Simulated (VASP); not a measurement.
H4CN2O, 32 atoms in the cell. The typed cell holds 32 atoms: a = 7.365 Å, b = 7.365 Å, c = 7.976 Å, α = 57.21°, β = 57.21°, γ = 65.57°. 

- Program: VASP 6.6.1
- Task: single point
- Functional: LDA
- Potentials or basis: VASP PAW LDA potentials, release 64 (H, C, N, O)
- Cutoff: 520 eV
- k mesh: 2 × 2 × 2
- Occupations: fermi-dirac, width 0.05 eV
- Spin: no spin polarisation
- Dipole correction: no
- Further INCAR settings: LREAL = Auto; ALGO = Normal; EDIFF = 1e-07; NBANDS = 70

Potentials or basis: VASP PAW LDA potentials, release 64 (H, C, N, O).

Launch:

```sh
$ cat potpaw_LDA.64/H/POTCAR potpaw_LDA.64/C/POTCAR potpaw_LDA.64/N/POTCAR potpaw_LDA.64/O/POTCAR > POTCAR
$ mpirun -np 1 vasp_std > vasp.out
```

Hardware: 1 thread of Intel(R) Xeon(R) Platinum 8375C CPU @ 2.90GHz (Ice Lake), on a shared host.

**Question.** Estimate the wall time of this run.

**Answer.** Run time: 7.3 min on 1 thread of Intel(R) Xeon(R) Platinum 8375C CPU @ 2.90GHz (Ice Lake), on a shared host, peak memory 0.41 GiB. Counts: scf iterations 18, k points 8.
